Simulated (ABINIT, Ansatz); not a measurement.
# GaN (P6_3mc): G0W0 on several meshes in ABINIT

How does the mesh move the gap of GaN (P6_3mc)?

Method: PBE and many-body steps on it, plane waves, in ABINIT 10.8.3.

The database entry behind the starting cell has ideal inner coordinates that were not refined, so it need not match the best structure at ambient conditions.

### Step 1. The structure

Symmetry: P6_3mc, No. 186, hexagonal system. Conventional cell: a = 3.190 Å, b = 3.190 Å, c = 5.189 Å, α = 90.00°, β = 90.00°, γ = 120.00°. Nearest to Ga lie 4 N at 1.95 Å. Nearest to N lie 4 Ga at 1.95 Å. Farther neighbours and most contacts between anions are not listed.

The cell and positions come from the Crystallography Open Database and are kept as given unless a step says otherwise.

### Step 2. Empty states on the mesh, 6×6×4 mesh, 444 bands

This step: ABINIT 10.8.3; DFT, PBE, plane waves, norm-conserving pseudopotentials.

The sums over transitions need many empty states on a uniform mesh; this step solves for them.

The input, run.abi:

```
acell 3*1.0 Angstrom
rprim 
  3.190000000016 -0.000000000004 0.000000000000
  -1.595000000005 2.762621038088 0.000000000000
  0.000000000000 0.000000000000 5.189000000000
ntypat 2
znucl 31 7
natom 4
typat 1 1 2 2
xred 
  0.666666666667 0.333333333333 0.000000000000
  0.333333333333 0.666666666667 0.500000000000
  0.666666666667 0.333333333333 0.375000000000
  0.333333333333 0.666666666667 0.875000000000
pp_dirpath "pseudos"
pseudos "Ga.upf, N.upf"
ecut 45
ngkpt 6 6 4
nshiftk 1
shiftk 0 0 0
kptopt 1
chksymbreak 0
irdden 1
istwfk *1
nband 444
prtvol 0
optdriver 6
gwr_task "HDIAGO"
paral_kgb 0
occopt 1
indata_prefix "in"
outdata_prefix "out"
tmpdata_prefix "tmp"
```

Started as:

```bash
$ OMP_NUM_THREADS=1 mpirun -n 16 abinit run.abi > log
```

What it wrote:

```text
.Version 10.8.3 of ABINIT. v10.8.2 released Aug 2026.

 Symmetries : space group P6_3 m c (#186); Bravais hP (primitive hexag.)
[... echo of the input left out ...]
== DATASET  1 ==================================================================
-   mpi_nproc: 16, omp_nthreads: 1 (-1 if OMP is not activated)

--- !DatasetInfo
iteration_state: {dtset: 1, }
dimensions: {natom: 4, nkpt: 21, mband: 444, nsppol: 1, nspinor: 1, nspden: 1, mpw: 4506, }
cutoff_energies: {ecut:  45.0, pawecutdg:  -1.0, }
[...]
Direct band gap semiconductor
 Fundamental gap:     1.919 (eV)
   VBM:     6.903 (eV) at k: [ 0.0000E+00,  0.0000E+00,  0.0000E+00]
   CBM:     8.822 (eV) at k: [ 0.0000E+00,  0.0000E+00,  0.0000E+00]
 Direct gap:         1.919 (eV) at k: [ 0.0000E+00,  0.0000E+00,  0.0000E+00]

== END DATASET(S) ==============================================================
================================================================================

 -outvars: echo values of variables after computation  --------
           etotal      0.0000000000E+00
            nband         444
             nkpt          21
          spgroup         186
 [... the other variables as echoed above ...]

 Calculation completed.
```

It took 2.3 min on 16 MPI ranks of Arm Neoverse V1, shared host; peak memory 18 GiB; 37 min of CPU time.

Numbers from this step:

```yaml
gap: 1.919 eV
k_of_the_valence_top: 0, 0, 0
k_of_the_conduction_bottom: 0, 0, 0
least_direct_gap: 1.919 eV
k_points_computed: 21
lowest_point_of_the_top_converged_band_above_the_valence_top: 235.2364 eV
```

On this mesh the gap is 1.919 eV.

The density comes from a self-consistent run that is not shown.

### Step 3. Screening, 6×6×4 mesh, 193 bands, screening to 212.2 eV

The RPA dielectric matrix is built and inverted for each q.

This step: RPA screening on PBE, plane waves, norm-conserving pseudopotentials.

run.abi, as its differences from that of step 2:

```diff
@@ -22,10 +22,11 @@
 chksymbreak 0
-irdden 1
 istwfk *1
-nband 444
-prtvol 0
-optdriver 6
-gwr_task "HDIAGO"
-paral_kgb 0
 occopt 1
+irdwfk 1
+optdriver 3
+nband 193
+ecuteps 7.8
+inclvkb 2
+awtr 1
+symchi 1
 indata_prefix "in"
```

What it wrote:

```text
.Version 10.8.3 of ABINIT. v10.8.2 released Aug 2026.

 Symmetries : space group P6_3 m c (#186); Bravais hP (primitive hexag.)
[... echo of the input left out ...]
== DATASET  1 ==================================================================
-   mpi_nproc: 16, omp_nthreads: 1 (-1 if OMP is not activated)

--- !DatasetInfo
iteration_state: {dtset: 1, }
dimensions: {natom: 4, nkpt: 21, mband: 193, nsppol: 1, nspinor: 1, nspden: 1, mpw: 4506, }
cutoff_energies: {ecut:  45.0, pawecutdg:  -1.0, }
electrons: {nelect:   5.20000000E+01, charge:   0.00000000E+00, occopt:   1.00000000E+00, tsmear:   1.00000000E-02, }

 SCREENING: Calculation of the susceptibility and dielectric matrices

 Based on a program developped by R.W. Godby, V. Olevano, G. Onida, and L. Reining.
 Incorporated in ABINIT by V. Olevano, G.-M. Rignanese, and M. Torrent.
.Using double precision arithmetic ; gwpc =  8

[... cell and pseudopotentials left out ...]
--------------------------------------------------------------------------------

 ==== K-mesh for the wavefunctions ====
 Number of points in the irreducible wedge :    21
[... list of points left out ...]
 Together with 12 symmetry operations and time-reversal symmetry
 yields   144 points in the full Brillouin Zone.

 ==== Q-mesh for the screening function ====
 Number of points in the irreducible wedge :    21
[... list of points left out ...]
 Together with 12 symmetry operations and time-reversal symmetry
 yields   144 points in the full Brillouin Zone.

 setmesh: FFT mesh size selected  =    30x   30x   48
          total number of points  =        43200

 vcoul_init : cutoff-mode = AUXILIARY_FUNCTION
 q-points for optical limit:   1
     1)      0.000010    0.000020    0.000030

- screening: taking advantage of time-reversal symmetry
- Maximum band index for partially occupied states nbvw = 26
- Remaining bands to be divided among processors   nbcw = 167
- Number of bands treated by each node ~10

 Number of electrons calculated from density =   52.0000; Expected =   52.0000
 average of density, n =  0.168504
 r_s =    1.1231
 omega_plasma =   39.5969 [eV]

 calculating chi0 at frequencies [eV] :
  1    0.000000E+00    0.000000E+00
  2    0.000000E+00    3.959690E+01

--------------------------------------------------------------------------------
  q-point number  1        q = ( 0.000000, 0.000000, 0.000000) [r.l.u.]
--------------------------------------------------------------------------------
[... chi0 elements left out ...]
 For q-point:  0.000010 0.000020 0.000030
  dielectric constant =   5.8650
  dielectric constant without local fields =   6.3130

  Average fulfillment of the sum rule on Im[epsilon] for q-point    1 :     53.66  [%]
[... wings left out ...]
  q-point number  2        q = ( 0.166667, 0.000000, 0.000000) [r.l.u.]
--------------------------------------------------------------------------------
[... chi0 elements left out ...]
  Average fulfillment of the sum rule on Im[epsilon] for q-point    2 :     61.17  [%]

 [... 19 further q-points ...]
```

Run time: 7.4 min. Hardware: 16 MPI ranks; peak memory 11 GiB; 2 h of CPU time.

Numbers from this step:

* ε∞ with local fields, on this mesh, along the program's q direction: 5.865
* the same without local fields: 6.313
* plasma frequency: 39.60 eV
* plane waves in the screening matrix: 313

Local fields lower ε∞ by 7 %.

### Step 4. 6×6×4

The self-energy is evaluated for the states that the input lists, and the levels follow from it, in one-shot runs by the linearised quasiparticle equation.

This step: G0W0 on PBE, plane waves, norm-conserving pseudopotentials.

run.abi, as its differences from that of step 3:

```diff
@@ -25,8 +25,15 @@
 irdwfk 1
-optdriver 3
+optdriver 4
 nband 193
+gwcalctyp 0
+ecutsigx 45
+symsigma 1
+nkptgw 1
+kptgw 
+  0.0000000000 0.0000000000 0.0000000000
+bdgw 
+  25 28
 ecuteps 7.8
-inclvkb 2
-awtr 1
-symchi 1
+irdscr 1
+ppmodel 1
 indata_prefix "in"
```

What it wrote:

```text
.Version 10.8.3 of ABINIT. v10.8.2 released Aug 2026.

 Symmetries : space group P6_3 m c (#186); Bravais hP (primitive hexag.)
[... echo of the input left out ...]
== DATASET  1 ==================================================================
-   mpi_nproc: 16, omp_nthreads: 1 (-1 if OMP is not activated)

--- !DatasetInfo
iteration_state: {dtset: 1, }
dimensions: {natom: 4, nkpt: 21, mband: 193, nsppol: 1, nspinor: 1, nspden: 1, mpw: 4506, }
cutoff_energies: {ecut:  45.0, pawecutdg:  -1.0, }
electrons: {nelect:   5.20000000E+01, charge:   0.00000000E+00, occopt:   1.00000000E+00, tsmear:   1.00000000E-02, }

 SIGMA: Calculation of the GW corrections

 Based on a program developped by R.W. Godby, V. Olevano, G. Onida, and L. Reining.
 Incorporated in ABINIT by V. Olevano, G.-M. Rignanese, and M. Torrent.
.Using double precision arithmetic ; gwpc =  8

[... cell and pseudopotentials left out ...]
--------------------------------------------------------------------------------

 ==== K-mesh for the wavefunctions ====
 Number of points in the irreducible wedge :    21
[... list of points left out ...]
 Together with 12 symmetry operations and time-reversal symmetry
 yields   144 points in the full Brillouin Zone.

 ==== Q-mesh for screening function ====
 Number of points in the irreducible wedge :    21
[... list of points left out ...]
 Together with 12 symmetry operations and time-reversal symmetry
 yields   144 points in the full Brillouin Zone.

 vcoul_init : cutoff-mode = AUXILIARY_FUNCTION
 q-points for optical limit:   1
     1)      0.000010    0.000020    0.000030
 setmesh: FFT mesh size selected  =    32x   32x   60
          total number of points  =        61440

 Number of electrons calculated from density =   52.0000; Expected =   52.0000
 average of density, n =  0.168504
 r_s =    1.1231
 omega_plasma =   39.5969 [eV]

 === KS Band Gaps ===
  >>>> For spin  1
   Minimum direct gap =   1.9190 [eV], located at k-point      :   0.0000  0.0000  0.0000
   Fundamental gap    =   1.9190 [eV], Top of valence bands at :   0.0000  0.0000  0.0000
                                       Bottom of conduction at :   0.0000  0.0000  0.0000
 SIGMA fundamental parameters:
 PLASMON POLE MODEL  1
 number of plane-waves for SigmaX                 4427
 number of plane-waves for SigmaC and W            313
 number of plane-waves for wavefunctions          4427
 number of bands                                   193
 number of independent spin polarizations            1
 number of spinorial components                      1
 number of k-points in IBZ                          21
 number of q-points in IBZ                          21
 number of symmetry operations                      12
 number of k-points in BZ                          144
 number of q-points in BZ                          144
 number of frequencies for dSigma/dE                 9
 frequency step for dSigma/dE [eV]                0.25
 number of omega for Sigma on real axis              0
 max omega for Sigma on real axis  [eV]           0.00
 zcut for avoiding poles [eV]                     0.10

 EPSILON^-1 parameters (SCR file):
 dimension of the eps^-1 matrix on file            313
 dimension of the eps^-1 matrix used               313
 number of plane-waves for wavefunctions          4427
 number of bands                                   193
 number of q-points in IBZ                          21
 number of frequencies                               2
 number of real frequencies                          1
 number of imag frequencies                          1

 matrix elements of self-energy operator (all in [eV])

 Perturbative Calculation

--- !SelfEnergy_ee
iteration_state: {dtset: 1, }
kpoint     : [   0.000,    0.000,    0.000, ]
spin       : 1
KS_gap     :    1.919
QP_gap     :    2.790
Delta_QP_KS:    0.871
data: !SigmaeeData |
     Band     E0 <VxcDFT>   SigX SigC(E0)      Z dSigC/dE  Sig(E)    E-E0       E
       25   6.903 -19.060 -22.515   2.825   0.797  -0.254 -19.562  -0.502   6.400
       26   6.903 -19.060 -22.515   2.825   0.797  -0.254 -19.562  -0.502   6.400
       27   8.822 -14.199 -10.152  -3.600   0.824  -0.213 -13.831   0.369   9.190
       28  11.172 -13.976  -9.010  -4.349   0.835  -0.198 -13.461   0.515  11.687

== END DATASET(S) ==============================================================
================================================================================

 -outvars: echo values of variables after computation  --------
           etotal      0.0000000000E+00
            nband         193
             nkpt          21
          spgroup         186
 [... the other variables as echoed above ...]

 Calculation completed.
```

Wall time 9.1 s (16 MPI ranks); peak memory 5.3 GiB; 2.4 min of CPU time.

This step gave:

| Quantity | Value |
| --- | --- |
| G0W0 gap on the points computed | 2.790 eV |
| starting gap on the mesh | 1.919 eV |
| k of the valence top | 0, 0, 0 |
| k of the conduction bottom | 0, 0, 0 |
| Z at the valence top | 0.797 |
| Z at the conduction bottom | 0.824 |
| least direct G0W0 gap on the computed points | 2.790 eV |

The gap on the mesh goes from 1.92 eV to 2.79 eV, a correction of +0.87 eV.

### Step 5. Empty states on the mesh, 3×3×2 mesh, 201 bands

This step: DFT, PBE, plane waves, norm-conserving pseudopotentials.

run.abi, as its differences from that of step 4:

```diff
@@ -17,3 +17,3 @@
 ecut 45
-ngkpt 6 6 4
+ngkpt 3 3 2
 nshiftk 1
@@ -22,18 +22,10 @@
 chksymbreak 0
+irdden 1
 istwfk *1
+nband 201
+prtvol 0
+optdriver 6
+gwr_task "HDIAGO"
+paral_kgb 0
 occopt 1
-irdwfk 1
-optdriver 4
-nband 193
-gwcalctyp 0
-ecutsigx 45
-symsigma 1
-nkptgw 1
-kptgw 
-  0.0000000000 0.0000000000 0.0000000000
-bdgw 
-  25 28
-ecuteps 7.8
-irdscr 1
-ppmodel 1
 indata_prefix "in"
```

What it wrote:

```text
[banner, memory and clock lines left out]
.Version 10.8.3 of ABINIT. v10.8.2 released Aug 2026.

 Symmetries : space group P6_3 m c (#186); Bravais hP (primitive hexag.)
[... echo of the input left out ...]
== DATASET  1 ==================================================================
-   mpi_nproc: 16, omp_nthreads: 1 (-1 if OMP is not activated)

--- !DatasetInfo
iteration_state: {dtset: 1, }
dimensions: {natom: 4, nkpt: 6, mband: 201, nsppol: 1, nspinor: 1, nspden: 1, mpw: 4506, }
cutoff_energies: {ecut:  45.0, pawecutdg:  -1.0, }
[...]
Integrated=    5.2000E+01

 === KS gaps after direct diagonalization ===
 Direct band gap semiconductor
 Fundamental gap:     1.919 (eV)
   VBM:     6.903 (eV) at k: [ 0.0000E+00,  0.0000E+00,  0.0000E+00]
   CBM:     8.822 (eV) at k: [ 0.0000E+00,  0.0000E+00,  0.0000E+00]
 Direct gap:         1.919 (eV) at k: [ 0.0000E+00,  0.0000E+00,  0.0000E+00]

== END DATASET(S) ==============================================================

 -outvars: echo values of variables after computation  --------
           etotal      0.0000000000E+00
            nband         201
             nkpt           6
          spgroup         186
 [... the other variables as echoed above ...]

 Calculation completed.
```

Elapsed: 37 s, on 16 MPI ranks; peak memory 12 GiB.

Numbers from this step:

```yaml
gap: 1.919 eV
k_of_the_valence_top: 0, 0, 0
k_of_the_conduction_bottom: 0, 0, 0
least_direct_gap: 1.919 eV
k_points_computed: 6
lowest_point_of_the_top_converged_band_above_the_valence_top: 124.2801 eV
```

On this mesh the gap is 1.919 eV.

(Continued in part 2 of 2.)

[Paths, hosts, dates, memory and timing lines, banners, echoed tables and standing remarks are left out of the program output.]

[Logs are printed without paths, hosts, clocks, repeated set-up lines and the standing remarks that a program may print on its own settings, such as how far it seeks lower states.]

[Runs of the session that timed out or met a known fault of the program may be left out.]

[Hosts, paths, dates, database ids (printed as entryN), source tags and the programs' standing remarks are cut or masked in the printed files.]

[G0W0 gaps are taken among the corrected bands and points alone; a level outside them can change the order at an edge.]

[Where Ansatz stands beside ABINIT at settings called matched, ABINIT's density can come from a denser mesh and the files from another edition; pairs whose starting gaps differed by over 0.03 eV were left out, so agreement reads better than it is.]
